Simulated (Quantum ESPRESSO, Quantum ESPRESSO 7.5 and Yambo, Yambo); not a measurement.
**A GW chain in Yambo: AgBr (Bromargyrite)**

Aim: the G0W0 gap of AgBr (Bromargyrite) on PBE, step by step.

Main program and level: Quantum ESPRESSO 7.5 and Yambo 5.3.0; PBE and many-body steps on it, plane waves.

This is a report of a sequence of runs, with most program output left out.

## (1) Set-up

Symmetry: Fm-3m, No. 225, cubic system. The conventional cell has a = 5.774 Å, b = 5.774 Å, c = 5.774 Å, α = 90.00°, β = 90.00°, γ = 90.00°. Nearest to Ag lie 6 Br at 2.89 Å. Nearest to Br lie 6 Ag at 2.89 Å. Farther neighbours and most contacts between anions are not listed.

The cell and positions come from the Crystallography Open Database and are kept as given unless a step says otherwise.

## (2) Ground state

This step: Quantum ESPRESSO 7.5; DFT, PBE, plane waves, norm-conserving pseudopotentials.

The ground-state density comes first.

File pw.in:

```
&control
  calculation = 'scf'
  prefix = 'x'
  outdir = 'o'
  pseudo_dir = 'pseudo'
/
&system
  ibrav = 0
  nat = 2
  ntyp = 2
  ecutwfc = 76.0
  nbnd = 23
  force_symmorphic = .true.
/
&electrons
  conv_thr = 1e-10
  electron_maxstep = 80
  mixing_beta = 0.5
/
ATOMIC_SPECIES
  Ag 107.87 Ag.upf
  Br 79.904 Br.upf
CELL_PARAMETERS angstrom
  0.0000000000 2.8872500000 2.8872500000
  2.8872500000 0.0000000000 2.8872500000
  2.8872500000 2.8872500000 0.0000000000
ATOMIC_POSITIONS crystal
  Ag 0.0000000000 0.0000000000 0.0000000000
  Br 0.5000000000 0.5000000000 0.5000000000
K_POINTS automatic
  6 6 6 0 0 0
```

Started as:

```console
$ OMP_NUM_THREADS=1 mpirun -n 4 pw.x -nk 4 -in pw.in > pw.out
```

It took 7.1 s on 4 MPI ranks of Arm Neoverse V1, shared host; peak memory 0.27 GiB.

Numbers from this step:

```
total energy               : -7902.6711 eV
gap                        : 0.6765 eV
k of the valence top       : 0, 0, -0.5
k of the conduction bottom : 0, 0, 0
least direct gap           : 2.544 eV
```

The gap is indirect, with the least direct gap 1.87 eV higher.

## (3) Bands along the symmetry lines

Levels along a band path, at the cheap level, show where the edges lie and whether the meshes to come will hold them.

File pw.in:

```
&control
  calculation = 'bands'
  prefix = 'x'
  outdir = 'o'
  pseudo_dir = 'pseudo'
/
&system
  ibrav = 0
  nat = 2
  ntyp = 2
  ecutwfc = 76.0
  nbnd = 24
  force_symmorphic = .true.
/
&electrons
  conv_thr = 1e-9
  electron_maxstep = 80
  diago_full_acc = .true.
  diago_thr_init = 5e-6
/
ATOMIC_SPECIES
  Ag 107.87 Ag.upf
  Br 79.904 Br.upf
CELL_PARAMETERS angstrom
  0.0000000000 2.8872500000 2.8872500000
  2.8872500000 0.0000000000 2.8872500000
  2.8872500000 2.8872500000 0.0000000000
ATOMIC_POSITIONS crystal
  Ag 0.0000000000 0.0000000000 0.0000000000
  Br 0.5000000000 0.5000000000 0.5000000000
K_POINTS crystal
  50
  0.00000000 0.00000000 0.00000000 1
  0.06250000 0.00000000 0.06250000 1
  0.12500000 0.00000000 0.12500000 1
  0.18750000 0.00000000 0.18750000 1
  0.25000000 0.00000000 0.25000000 1
  0.31250000 0.00000000 0.31250000 1
  0.37500000 0.00000000 0.37500000 1
  0.43750000 0.00000000 0.43750000 1
  0.50000000 0.00000000 0.50000000 1
  0.51562500 0.03125000 0.51562500 1
  0.53125000 0.06250000 0.53125000 1
  0.54687500 0.09375000 0.54687500 1
  0.56250000 0.12500000 0.56250000 1
  0.57812500 0.15625000 0.57812500 1
  0.59375000 0.18750000 0.59375000 1
  0.60937500 0.21875000 0.60937500 1
  0.62500000 0.25000000 0.62500000 1
  0.37500000 0.37500000 0.75000000 1
  0.32812500 0.32812500 0.65625000 1
  0.28125000 0.28125000 0.56250000 1
  0.23437500 0.23437500 0.46875000 1
  0.18750000 0.18750000 0.37500000 1
  0.14062500 0.14062500 0.28125000 1
  0.09375000 0.09375000 0.18750000 1
  0.04687500 0.04687500 0.09375000 1
  0.00000000 0.00000000 0.00000000 1
  0.06250000 0.06250000 0.06250000 1
  0.12500000 0.12500000 0.12500000 1
  0.18750000 0.18750000 0.18750000 1
  0.25000000 0.25000000 0.25000000 1
  0.31250000 0.31250000 0.31250000 1
  0.37500000 0.37500000 0.37500000 1
  0.43750000 0.43750000 0.43750000 1
  0.50000000 0.50000000 0.50000000 1
  0.50000000 0.46875000 0.53125000 1
  0.50000000 0.43750000 0.56250000 1
  0.50000000 0.40625000 0.59375000 1
  0.50000000 0.37500000 0.62500000 1
  0.50000000 0.34375000 0.65625000 1
  0.50000000 0.31250000 0.68750000 1
  0.50000000 0.28125000 0.71875000 1
  0.50000000 0.25000000 0.75000000 1
  0.50000000 0.21875000 0.71875000 1
  0.50000000 0.18750000 0.68750000 1
  0.50000000 0.15625000 0.65625000 1
  0.50000000 0.12500000 0.62500000 1
  0.50000000 0.09375000 0.59375000 1
  0.50000000 0.06250000 0.56250000 1
  0.50000000 0.03125000 0.53125000 1
  0.50000000 0.00000000 0.50000000 1
```

Elapsed: 5.3 s, on 4 MPI ranks; peak memory 0.23 GiB; 21 s of CPU time.

This step gave:

- gap: 0.6765 eV
- k of the valence top: 0.5, 0.5, 0.5
- k of the conduction bottom: 0, 0, 0
- least direct gap: 2.544 eV

The gap is 0.676 eV, as in the run before at this level.

The electronic bands at the labelled points (eV, zero at the top of the highest filled band):

```csv
point,band 15,band 16,band 17,band 18,band 19,band 20,band 21,band 22
Γ,-2.72,-1.87,-1.87,-1.87,0.68,9.93,9.93,9.93
halfway,-2.64,-1.81,-1.81,-1.60,3.25,6.69,7.86,9.49
X,-2.57,-2.33,-2.33,-2.24,1.64,7.09,9.00,10.97
halfway,-2.34,-2.28,-2.08,-1.93,2.05,7.10,8.75,10.34
U,-2.38,-2.16,-1.97,-1.17,2.98,6.84,8.21,9.15
jump to K,-2.38,-2.16,-1.97,-1.17,2.98,6.84,8.21,9.15
halfway,-2.49,-2.00,-1.74,-0.20,3.75,6.49,7.50,7.83
Γ,-2.72,-1.87,-1.87,-1.87,0.68,9.93,9.93,9.93
halfway,-2.58,-2.25,-0.74,-0.74,2.86,7.17,8.25,8.25
L,-2.43,-2.09,0.00,0.00,3.79,6.49,6.81,6.81
halfway,-2.42,-2.14,-1.17,-0.59,4.48,5.27,7.84,7.90
W,-2.32,-2.23,-2.23,-1.48,3.76,7.15,7.68,7.68
halfway,-2.33,-2.33,-2.27,-1.72,2.47,7.18,8.53,9.07
X,-2.57,-2.33,-2.33,-2.24,1.64,7.09,9.00,10.97
```

## (4) Empty states on the mesh, 4×4×4 mesh, 127 bands

The sums over transitions need many empty states on a uniform mesh; this step solves for them.

File pw.in:

```
&control
  calculation = 'nscf'
  prefix = 'x'
  outdir = 'o'
  pseudo_dir = 'pseudo'
/
&system
  ibrav = 0
  nat = 2
  ntyp = 2
  ecutwfc = 76.0
  nbnd = 127
  force_symmorphic = .true.
/
&electrons
  conv_thr = 1e-9
  electron_maxstep = 80
  diago_full_acc = .true.
  diago_thr_init = 5e-6
/
ATOMIC_SPECIES
  Ag 107.87 Ag.upf
  Br 79.904 Br.upf
CELL_PARAMETERS angstrom
  0.0000000000 2.8872500000 2.8872500000
  2.8872500000 0.0000000000 2.8872500000
  2.8872500000 2.8872500000 0.0000000000
ATOMIC_POSITIONS crystal
  Ag 0.0000000000 0.0000000000 0.0000000000
  Br 0.5000000000 0.5000000000 0.5000000000
K_POINTS automatic
  4 4 4 0 0 0
```

Wall time 8.3 s (4 MPI ranks); peak memory 0.35 GiB; 33 s of CPU time.

Numbers from this step:

* gap: 0.6765 eV
* k of the valence top: 0, 0, -0.5
* k of the conduction bottom: 0, 0, 0
* least direct gap: 2.544 eV
* k points computed: 8
* lowest point of the top converged band, above the valence top: 89.1805 eV

On this mesh the gap is 0.676 eV.

## (5) Conversion and set-up

This step: Yambo 5.3.0; conversion and set-up on PBE, plane waves, norm-conserving pseudopotentials.

The states are converted to the many-body program's format and the q mesh is built.

Started as:

```console
$ (cd o/x.save; p2y > p2y.log; mv SAVE ../..); yambo > setup.log
```

It took 2.5 s on 1 MPI rank; peak memory 0.25 GiB.

## (6) Screening and self-energy, 4×4×4 mesh, 127 bands, screening to 163.3 eV

G0W0 replaces the xc potential by the self-energy, built once from these orbitals. Only a window of levels is corrected, while the sums run over the empty bands that the input names.

This step: G0W0 on PBE, plane waves, norm-conserving pseudopotentials.

File gw1.in:

```
HF_and_locXC
gw0
dyson
ppa
em1d
rim_cut
RandQpts= 1000000
RandGvec= 1 RL
EXXRLvcs= 76 Ry
VXCRLvcs= 304 Ry
Chimod= "HARTREE"
% BndsRnXp
 1 | 127 |
%
NGsBlkXp= 12 Ry
% LongDrXp
 1 | 1 | 1 |
%
% GbndRnge
 1 | 127 |
%
DysSolver= "n"
ExtendOut
PPAPntXp= 27.21138 eV
% QPkrange
 3 | 3 | 17 | 20 |
 1 | 1 | 17 | 20 |
%
```

Started as:

```console
$ OMP_NUM_THREADS=1 mpirun -n 4 yambo -F gw1.in -J gw1 -C gw1 > gw1.log
```

The job ended after 2.2 min (4 MPI ranks; peak memory 1.6 GiB).

Numbers from this step:

| Item | Value |
| --- | --- |
| G0W0 gap on the points computed | 2.041 eV |
| starting gap on the mesh | 0.6765 eV |
| k of the valence top | 0, 0, -0.5 |
| k of the conduction bottom | 0, 0, 0 |
| least direct G0W0 gap on the computed points | 4.431 eV |
| Z at the valence top | 0.8020 |
| Z at the conduction bottom | 0.8281 |

The gap on the mesh goes from 0.68 eV to 2.04 eV, a correction of +1.36 eV.

Limits: finite bands, cutoff and mesh; d shell near the gap, gap tends to lie low; no spin-orbit coupling; coarse k mesh. v1 is the top filled band, c1 the lowest empty one. Levels before and after the correction, in eV, zero at the valence-band top of each column:

```csv
,conduction bottom,valence top
Kohn-Sham,0.68,0.00
G0W0,2.04,0.00
```

```csv
,level,energy (eV)
Kohn-Sham,Γ v2-v1,-1.868
Kohn-Sham,Γ c1,0.676
Kohn-Sham,Γ c2,9.933
Kohn-Sham,(0 0 -0.5) v2-v1,0.000
Kohn-Sham,(0 0 -0.5) c1,3.790
Kohn-Sham,(0 0 -0.5) c2,6.489
G0W0,Γ v2-v1,-2.389
G0W0,Γ c1,2.041
G0W0,Γ c2,11.866
G0W0,(0 0 -0.5) v2-v1,0.000
G0W0,(0 0 -0.5) c1,5.141
G0W0,(0 0 -0.5) c2,7.977
```

## (7) Where the time went

Times are wall times on the hardware named with each run, good to a factor of about two.

```csv
step,time,share,memory (GiB)
ground state,7.1 s,5 %,0.27
bands along the symmetry lines,5.3 s,3 %,0.23
empty states on the mesh,8.3 s,5 %,0.35
conversion and set-up,2.5 s,2 %,0.25
screening and self-energy,2.2 min,85 %,1.6
```

## (8) What came out

```yaml
pbe_gap: 0.68 eV, indirect
g0w0_gap_on_the_mesh: 2.04 eV
gw_settings: 4×4×4 mesh, 127 bands, screening to 163.3 eV, Godby-Needs plasmon pole
known_limits: not at the basis limit; d shell near the gap, gap tends to lie low; no spin-orbit coupling; coarse k mesh
```

In words: G0W0 moves the gap on the mesh from 0.68 eV to 2.04 eV (+1.36 eV), with Z of 0.80 and 0.83 at the edges. Only 2 of the mesh's irreducible points were corrected, so a valley elsewhere could overtake. The dearest step here is «screening and self-energy». Bands and cutoff are finite, so the gap is not at the basis limit. The miss can reach some tenths of an eV and take either sign; the mesh is an error of its own. In the G0W0 run levels were corrected at 2 k points alone, so a gap called «on the mesh» is the least over those, and an edge elsewhere would be missed. The 4×4×4 mesh is coarse for this cell, which bears on the long-range parts of exchange and screening. A d shell, filled or nearly so, lies near the gap. One-shot GW converges very slowly in bands there, not always from below, and on a semilocal start the gap tends to come out low; starts rich in exact exchange can overshoot instead. The many-body steps are scalar-relativistic: spin-orbit coupling is not in them.

[Paths, hosts, dates, memory and timing lines, banners, echoed tables and standing remarks are left out of the program output.]

[Logs are printed without paths, hosts, clocks, repeated set-up lines and the standing remarks that a program may print on its own settings, such as how far it seeks lower states.]

[Runs of the session that timed out or met a known fault of the program may be left out.]

[Hosts, paths, dates, database ids (printed as entryN), source tags and the programs' standing remarks are cut or masked in the printed files.]
